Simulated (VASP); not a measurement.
VASP input:

### KPOINTS
```
Automatic mesh
0
Gamma
6 6 5
0 0 0
```

File POSCAR:
```
Li3N
1
    1.8250000000    -3.1609930000     0.0000000000
    1.8250000000     3.1609930000     0.0000000000
    0.0000000000     0.0000000000     3.8700000000
Li N
3 1
Direct
  0.3333330000   0.6666670000   0.0000000000
  0.6666670000   0.3333330000   0.0000000000
  0.0000000000   0.0000000000   0.5000000000
  0.0000000000   0.0000000000   0.0000000000
```

**INCAR**
```
# general
SYSTEM = Li3N
PREC   = Accurate
ENCUT  = 520   # plane-wave cut-off (eV)
LREAL  = .FALSE.
LASPH  = .TRUE.   # aspherical one-centre terms
NBANDS = 9

# electronic loop
EDIFF  = 1E-6
NELM   = 100
ALGO   = Normal   # blocked Davidson

# smearing
ISMEAR = 0
SIGMA  = 0.05

# functional
GGA    = PE

# ions
ISIF   = 2   # forces and stress, cell fixed

# output
LWAVE  = .FALSE.
LCHARG = .FALSE.
```

POTCAR, in this order: Li_sv N (PBE.64 set). Program: vasp_std.

**Question.** Write an equivalent input for Ansatz.

**Answer.** One equivalent input (not run):
Ansatz 0.2 input:
```yaml
crystal:
  lattice:
    - [1.8250000, -3.1609930, 0.0000000]
    - [1.8250000, 3.1609930, 0.0000000]
    - [0.0000000, 0.0000000, 3.8700000]
  atoms:
    - { symbol: Li, position: [0.3333330, 0.6666670, 0.0000000] }
    - { symbol: Li, position: [0.6666670, 0.3333330, 0.0000000] }
    - { symbol: Li, position: [0.0000000, 0.0000000, 0.5000000] }
    - { symbol: N, position: [0.0000000, 0.0000000, 0.0000000] }
kpoints:
  mp_grid: { grid: [6, 6, 5] }
hamiltonian:
  xc: pbe
  pseudopotentials: { kind: paw }
scf:
  occupations: { method: gaussian, width: 0.05 }
  max_iter: 100
output: { forces: true, stress: true, eigenvalues: true }
```
What does not carry over: each code has its own PAW files, so the cut-off isn't converted (ENCUT is set for VASP's; basis.ecutwfc is left out, and Ansatz then takes the one that its files recommend); Ansatz stops its SCF on the density residual and VASP on the energy change (EDIFF); the number of bands isn't carried over, since the valence differs with the files.

The compound is Li3N in the alpha structure. The cell was not relaxed at this level. The run is one of a series of settings (NBANDS = 9 against the base run), some of them coarse on purpose.
